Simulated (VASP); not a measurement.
# CdS (Fm-3m) in VASP: a series of runs, part 2 of 3

VASP 6.6.1. The steps go on from the part before.

## (4) G0W0 quasiparticle levels, PBE

Input file POSCAR:

```
CdS
1.0
    0.0000000000      2.7532440000      2.7532440000
    2.7532440000      0.0000000000      2.7532440000
    2.7532440000      2.7532440000      0.0000000000
Cd S
1 1
Direct
    0.0000000000      0.0000000000      0.0000000000
    0.5000000000      0.5000000000      0.5000000000
```

Input file INCAR.step1:

```
SYSTEM = CdS
PREC = Accurate
ENCUT = 450
EDIFF = 1E-8
ISMEAR = 0
SIGMA = 0.01
LREAL = .False.
LASPH = .True.
NELM = 80
ALGO = Normal
LWAVE = .True.
LCHARG = .False.
GGA = PE
```

Input file INCAR.step2:

```
SYSTEM = CdS
PREC = Accurate
ENCUT = 450
EDIFF = 1E-8
ISMEAR = 0
SIGMA = 0.01
LREAL = .False.
LASPH = .True.
NELM = 1
ALGO = Exact
LWAVE = .True.
LCHARG = .False.
GGA = PE
NBANDS = 109
LOPTICS = .True.
ISTART = 1
```

Input file INCAR.step3:

```
SYSTEM = CdS
PREC = Accurate
ENCUT = 450
EDIFF = 1E-8
ISMEAR = 0
SIGMA = 0.01
LREAL = .False.
LASPH = .True.
ALGO = EVGW0
LWAVE = .False.
LCHARG = .False.
GGA = PE
NELMGW = 1
NBANDS = 109
ENCUTGW = 50
NOMEGA = 48
PRECFOCK = Fast
ISTART = 1
NBANDSGW = 17
```

Input file KPOINTS:

```
Automatic mesh
0
Gamma
  3 3 3
  0 0 0
```

Potentials or basis: VASP PAW PBE potentials, release 64 (Cd_GW, S_GW).

Command:

```
$ cat potpaw_PBE.64/Cd_GW/POTCAR potpaw_PBE.64/S_GW/POTCAR > POTCAR
$ cp INCAR.step1 INCAR
$ mpirun -np 1 vasp_std > vasp.out
$ cp INCAR.step2 INCAR
$ mpirun -np 1 vasp_std > vasp.out
$ cp INCAR.step3 INCAR
$ mpirun -np 1 vasp_std > vasp.out
```

OUTCAR:

```text
SYSTEM = CdS
   PREC = Accurate
   ENCUT = 450
   EDIFF = 1E-8
   ISMEAR = 0
   LREAL = .False.
   LASPH = .True.
   GGA = PE
   NELMGW = 1
   ENCUTGW = 50
   PRECFOCK = Fast
   ISTART = 1

 Found      4 irreducible k-points:

 Following reciprocal coordinates:
            Coordinates               Weight
  0.000000  0.000000  0.000000      1.000000
  0.333333  0.000000  0.000000      8.000000
  0.333333  0.333333  0.000000      6.000000
 -0.333333  0.333333  0.000000     12.000000
[... 60 lines left out ...]
   ENCUTLF             =  -1.0    cutoff for local field effects
   NELMGW              =     1    number of iterations in solving QP/BSE equation
   NELMHF              =     1    number of iterations in the inner HF iteration
   NKREDLFX            =     1    NKREDLFY  =   1   NKREDLFZ  =   1
 non-spin polarized calculation
 Gauss-broadening in eV      SIGMA  =   0.01
  energy-cutoff  :      450.00
  volume of cell :       41.74
 maximum number of plane-waves:       906
  NGX = 16; NGY = 16; NGZ = 16
   NGX = 13   NGY = 13   NGZ = 13
 maximum number of plane-waves:        34
 NGX is ok and might be reduce to    10

 QP shifts <psi_nk| G(iteration)W_0 |psi_nk>: iteration 1
 for sc-GW calculations column KS-energies equals QP-energies in previous step
 and V_xc(KS)=  KS-energies - (<T + V_ion + V_H > + <T+V_H+V_ion>^1  + <V_x>^1)

 k-point   1 :       0.0000    0.0000    0.0000
  band No.  KS-energies  QP-energies   sigma(KS)   V_xc(KS)     V^pw_x(r,r')   Z            occupation Imag(sigma)

      1      -8.2276      -8.2901     -12.7746     -12.6776     -20.6296       0.6442       2.0000       1.2885
      2      -3.3313      -5.0097     -17.7231     -15.3687     -23.1447       0.7129       2.0000       0.2824
      3      -3.3313      -5.0097     -17.7231     -15.3687     -23.1447       0.7129       2.0000       0.2824
      4      -3.3313      -5.0097     -17.7231     -15.3687     -23.1447       0.7129       2.0000       0.2824
      5      -3.3249      -5.0328     -17.8744     -15.5045     -23.4091       0.7206       2.0000       0.3379
      6      -3.3249      -5.0328     -17.8744     -15.5045     -23.4091       0.7206       2.0000       0.3379
[... 59 lines left out ...]
      3      -3.4289      -5.0478     -17.3348     -15.0640     -22.7523       0.7129       2.0000       0.3091
      4      -3.2651      -4.9278     -17.6553     -15.3251     -23.0689       0.7135       2.0000       0.2925
      5      -3.1335      -4.8367     -17.9668     -15.5914     -23.3913       0.7170       2.0000       0.2794
      6      -2.8377      -4.3912     -17.7625     -15.6200     -23.2646       0.7251       2.0000       0.3432
[... 9 lines left out ...]
     16      19.7754      20.3713     -10.3860     -11.1813      -3.9643       0.7492       0.0000      -0.7578
     17      20.9739      21.5869     -10.4624     -11.2693      -4.0494       0.7596       0.0000      -0.8155
```

OUTCAR.step1:

```text
SYSTEM = CdS
   PREC = Accurate
   ENCUT = 450
   EDIFF = 1E-8
   ISMEAR = 0
   LREAL = .False.
   LASPH = .True.
[... 170 lines left out ...]
      0.00000      0.00000      0.00000         0.000000      0.000000      0.000000
      2.75324      2.75324      2.75324         0.000000      0.000000      0.000000
 -----------------------------------------------------------------------------------
    total drift:                                0.000000      0.000000      0.000000

  FREE ENERGIE OF THE ION-ELECTRON SYSTEM (eV)
  ---------------------------------------------------
  free  energy   TOTEN  =        -5.6339770733 eV

  energy  without entropy=       -5.6339770733  energy(sigma->0) =       -5.63397707
```

It took 35 s on 1 thread of Intel Xeon 6975P-C (Granite Rapids), shared host; peak memory 0.23 GiB.

These settings aren't checked as converged: the numbers below hold their error.

What came out:

```
Band gap on the k mesh, mean-field level : 0.97 eV, indirect (least direct gap 1.47 eV)
Quasiparticle gap                        : 1.47 eV
Least direct quasiparticle gap           : 1.94 eV
```

Caveat: the k mesh is coarse (spacing up to 0.66 Å⁻¹), so the values aren't converged; bands, screening cutoff and mesh are small and nothing is extrapolated, so the quasiparticle values aren't converged; an odd mesh through Γ misses points on the zone boundary, where band edges often lie.

## (5) G0W0 quasiparticle levels, PBE

POSCAR is that of step 4.

INCAR.step1: that of step 4 with these lines changed.

```diff
@@ -2,3 +2,3 @@
 PREC = Accurate
-ENCUT = 450
+ENCUT = 400
 EDIFF = 1E-8
```

INCAR.step2: that of step 4 with these lines changed.

```diff
@@ -2,3 +2,3 @@
 PREC = Accurate
-ENCUT = 450
+ENCUT = 400
 EDIFF = 1E-8
@@ -13,3 +13,3 @@
 GGA = PE
-NBANDS = 109
+NBANDS = 59
 LOPTICS = .True.
```

INCAR.step3: that of step 4 with these lines changed.

```diff
@@ -2,3 +2,3 @@
 PREC = Accurate
-ENCUT = 450
+ENCUT = 400
 EDIFF = 1E-8
@@ -13,4 +13,4 @@
 NELMGW = 1
-NBANDS = 109
-ENCUTGW = 50
+NBANDS = 59
+ENCUTGW = 150
 NOMEGA = 48
```

KPOINTS is that of step 4.

Potentials or basis: VASP PAW PBE potentials, release 64 (Cd_GW, S_GW).

Command:

```
$ cat potpaw_PBE.64/Cd_GW/POTCAR potpaw_PBE.64/S_GW/POTCAR > POTCAR
$ cp INCAR.step1 INCAR
$ mpirun -np 1 vasp_std > vasp.out
$ cp INCAR.step2 INCAR
$ mpirun -np 1 vasp_std > vasp.out
$ cp INCAR.step3 INCAR
$ mpirun -np 1 vasp_std > vasp.out
```

OUTCAR:

```text
SYSTEM = CdS
   PREC = Accurate
   ENCUT = 400
   EDIFF = 1E-8
   ISMEAR = 0
   LREAL = .False.
   LASPH = .True.
   GGA = PE
   NELMGW = 1
   ENCUTGW = 150
   PRECFOCK = Fast
   ISTART = 1

 Found      4 irreducible k-points:

 Following reciprocal coordinates:
            Coordinates               Weight
  0.000000  0.000000  0.000000      1.000000
  0.333333  0.000000  0.000000      8.000000
  0.333333  0.333333  0.000000      6.000000
 -0.333333  0.333333  0.000000     12.000000
   k-points           NKPTS =      4   k-points in BZ     NKDIM =     27   number of bands    NBANDS=     59
   number of dos      NEDOS =    301   number of ions     NIONS =      2
   total plane-waves  NPLWV =  21952
   dimension x,y,z NGX =    28 NGY =   28 NGZ =   28
   dimension x,y,z NGXF=    56 NGYF=   56 NGZF=   56
   ions per type =               1   1
   NGX,Y,Z   is equivalent  to a cutoff of  11.95, 11.95, 11.95 a.u.
   NGXF,Y,Z  is equivalent  to a cutoff of  23.91, 23.91, 23.91 a.u.
 SYSTEM =  CdS
   PREC   = accura    normal or accurate (medium, high low for compatibility)
   ISTART =      1    job   : 0-new  1-cont  2-samecut
   ICHARG =      0    charge: 1-file 2-atom 10-const
   ISPIN  =      1    spin polarized calculation?
   LNONCOLLINEAR =      F non collinear calculations
   LSORBIT =      F    spin-orbit coupling
   LASPH  =      T    aspherical Exc in radial PAW
   ENCUT  =  400.0 eV  29.40 Ry    5.42 a.u.   6.35  6.35  6.35*2*pi/ulx,y,z
   NELM   =     60;   NELMIN=  2; NELMDL=  0     # of ELM steps
   EDIFF  = 0.1E-07   stopping-criterion for ELM
   LREAL  =      F    real-space projection
   EDIFFG = 0.1E-06   stopping-criterion for IOM
   NSW    =      0    number of steps for IOM
   IBRION =     -1    ionic relax: 0-MD 1-quasi-New 2-CG
   NFREE  =      0    steps in history (QN), initial steepest desc. (CG)
   ISIF   =      0    stress and relaxation
   ISYM   =      3    0-nonsym 1-usesym 2-fastsym
   POTIM  = 0.5000    time-step for ionic-motion
   TEBEG  =    0.0;   TEEND  =   0.0 temperature during run
   PSTRESS=    0.0 pullay stress
   NELECT =      18.0000    total number of electrons
   NUPDOWN=      -1.0000    fix difference up-down
   EMIN   =  10.00;   EMAX   =-10.00  energy-range for DOS
   EFERMI =   0.00;   METHOD = LEGACY
   ISMEAR =     0;   SIGMA  =   0.01  broadening in eV -4-tet -1-fermi 0-gaus
   EFERMI_NEDOS =   21; number of points for ismear=-14 and -15
   IALGO  =     38    algorithm
   IMIX   =      4    mixing-type and parameters
     AMIX     =   0.40;   BMIX     =  1.00
     AMIX_MAG =   1.60;   BMIX_MAG =  1.00
  volume/ion in A,a.u.               =      20.87       140.84
  Fermi-wavevector in a.u.,A,eV,Ry     =   1.236833  2.337275 20.813583  1.529755
  Thomas-Fermi vector in A             =   2.371425
   LORBIT       =      0    0 simple, 1 ext, 2 COOP (PROOUT), +10 PAW based schemes
   GGA     = PE    functional components
   LHFCALC =     T    Hartree Fock is set to
   PRECFOCK=fast      Normal, Fast or Accurate (Low or Medium for compatibility)
   ENCUT4O =  -1.0   cutoff for four orbital integrals eV
   NKREDX  =     1    reduce k-point grid by
   NKREDY  =     1    reduce k-point grid by
   NKREDZ  =     1    reduce k-point grid by
   AEXX    =    1.0000 exact exchange contribution
   HFSCREEN=    0.0000 screening length (either q_TF or 0.3 A-1)
   HFSCREENC=   0.0000 screening length for correlation (either q_TF or 0.3 A-1)
   ENCUTFOCK=  -1.0 apply spherical cutoff to Coloumb kernel
   IVDW    =     0    specifies the selected vdW correction
   LEPSILON=     F    determine dielectric tensor
   LRPA    =     F    only Hartree local field effects (RPA)
   LRPAFORCE           =     F    calculate RPA forces
   ENCUTGW             = 150.0    cutoff for response function in eV
   ENCUTGWSOFT         = 120.0    soft cutoff for Coulomb kernel in GW response function in eV
   ENCUTLF             =  -1.0    cutoff for local field effects
   NELMGW              =     1    number of iterations in solving QP/BSE equation
   NELMHF              =     1    number of iterations in the inner HF iteration
   NKREDLFX            =     1    NKREDLFY  =   1   NKREDLFZ  =   1
 non-spin polarized calculation
 Gauss-broadening in eV      SIGMA  =   0.01
  energy-cutoff  :      400.00
  volume of cell :       41.74
 maximum number of plane-waves:       769
 NGX is ok and might be reduce to    28
  NGX = 14; NGY = 14; NGZ = 14
   NGX = 13   NGY = 13   NGZ = 13
 maximum number of plane-waves:       176

 QP shifts <psi_nk| G(iteration)W_0 |psi_nk>: iteration 1
 for sc-GW calculations column KS-energies equals QP-energies in previous step
 and V_xc(KS)=  KS-energies - (<T + V_ion + V_H > + <T+V_H+V_ion>^1  + <V_x>^1)

 k-point   1 :       0.0000    0.0000    0.0000
  band No.  KS-energies  QP-energies   sigma(KS)   V_xc(KS)     V^pw_x(r,r')   Z            occupation Imag(sigma)

      1      -8.2279      -8.4766     -13.0530     -12.6777     -20.6294       0.6626       2.0000       1.5213
      2      -3.3307      -4.5895     -17.1484     -15.3688     -23.1190       0.7073       2.0000       0.4761
      3      -3.3307      -4.5895     -17.1484     -15.3688     -23.1190       0.7073       2.0000       0.4761
      4      -3.3307      -4.5895     -17.1484     -15.3688     -23.1190       0.7073       2.0000       0.4761
      5      -3.3243      -4.5707     -17.2601     -15.5046     -23.3857       0.7100       2.0000       0.5112
      6      -3.3243      -4.5707     -17.2601     -15.5046     -23.3857       0.7100       2.0000       0.5112
[... 9 lines left out ...]
     16      15.6052      16.1808      -9.3973     -10.1579      -3.6369       0.7567       0.0000      -0.5966
     17      15.6052      16.1808      -9.3973     -10.1579      -3.6369       0.7567       0.0000      -0.5966

 k-point   2 :       0.3333    0.0000    0.0000
  band No.  KS-energies  QP-energies   sigma(KS)   V_xc(KS)     V^pw_x(r,r')   Z            occupation Imag(sigma)

      1      -7.4586      -7.6700     -13.4799     -13.1621     -20.8816       0.6654       2.0000       1.3725
      2      -3.5362      -4.7480     -16.9723     -15.2500     -23.0995       0.7036       2.0000       0.5209
      3      -3.5362      -4.7480     -16.9723     -15.2500     -23.0995       0.7036       2.0000       0.5209
      4      -3.4490      -4.6760     -16.7708     -15.0318     -22.6907       0.7056       2.0000       0.5025
      5      -3.1873      -4.4553     -17.3351     -15.5481     -23.3304       0.7096       2.0000       0.4789
      6      -3.1873      -4.4553     -17.3351     -15.5481     -23.3304       0.7096       2.0000       0.4789
[... 9 lines left out ...]
     16      15.8344      16.4859      -9.8403     -10.6898      -4.6892       0.7670       0.0000      -0.4334
     17      21.5653      22.3436     -10.0242     -11.0322      -3.7757       0.7721       0.0000      -1.0245

 k-point   3 :       0.3333    0.3333    0.0000
  band No.  KS-energies  QP-energies   sigma(KS)   V_xc(KS)     V^pw_x(r,r')   Z            occupation Imag(sigma)

      1      -7.4876      -7.7370     -13.7375     -13.3588     -21.1856       0.6585       2.0000       1.3218
      2      -3.4399      -4.6870     -16.9724     -15.2039     -22.9265       0.7052       2.0000       0.4814
      3      -3.2476      -4.4977     -17.3437     -15.5835     -23.4747       0.7102       2.0000       0.5055
      4      -3.1784      -4.3072     -16.6174     -15.0296     -22.5827       0.7109       2.0000       0.5541
      5      -3.1573      -4.4257     -17.3329     -15.5467     -23.3113       0.7101       2.0000       0.4779
      6      -3.1573      -4.4257     -17.3329     -15.5467     -23.3113       0.7101       2.0000       0.4779
[... 9 lines left out ...]
     16      19.5811      20.4944     -10.3548     -11.5395      -4.2751       0.7709       0.0000      -0.8660
     17      19.5811      20.4944     -10.3548     -11.5395      -4.2751       0.7709       0.0000      -0.8660

 k-point   4 :      -0.3333    0.3333    0.0000
  band No.  KS-energies  QP-energies   sigma(KS)   V_xc(KS)     V^pw_x(r,r')   Z            occupation Imag(sigma)

      1      -7.1914      -7.4342     -14.0023     -13.6351     -21.4132       0.6613       2.0000       1.2586
      2      -3.4621      -4.6795     -17.0571     -15.3330     -23.2026       0.7061       2.0000       0.5240
      3      -3.4284      -4.6492     -16.7911     -15.0639     -22.7237       0.7068       2.0000       0.5032
      4      -3.2645      -4.5197     -17.0979     -15.3251     -23.0453       0.7081       2.0000       0.4858
      5      -3.1328      -4.4037     -17.3776     -15.5915     -23.3589       0.7116       2.0000       0.4753
      6      -2.8371      -3.9877     -17.2308     -15.6201     -23.2427       0.7144       2.0000       0.5245
[... 9 lines left out ...]
     16      19.7780      20.6062     -10.0991     -11.1756      -3.9606       0.7693       0.0000      -0.9308
     17      20.9780      21.8770     -10.1080     -11.2594      -4.0439       0.7808       0.0000      -0.9690
```

Wall time 28 s (1 thread of Intel Xeon 6975P-C (Granite Rapids), shared host); peak memory 0.22 GiB.

These settings aren't checked as converged: the numbers below hold their error.

Results:

```
Band gap on the k mesh, mean-field level : 0.97 eV, indirect (least direct gap 1.47 eV)
Quasiparticle gap                        : 1.64 eV
Least direct quasiparticle gap           : 2.16 eV
```

Caveat: the k mesh is coarse (spacing up to 0.66 Å⁻¹), so the values aren't converged; bands, screening cutoff and mesh are small and nothing is extrapolated, so the quasiparticle values aren't converged; an odd mesh through Γ misses points on the zone boundary, where band edges often lie.

[end of part 2 of 3]
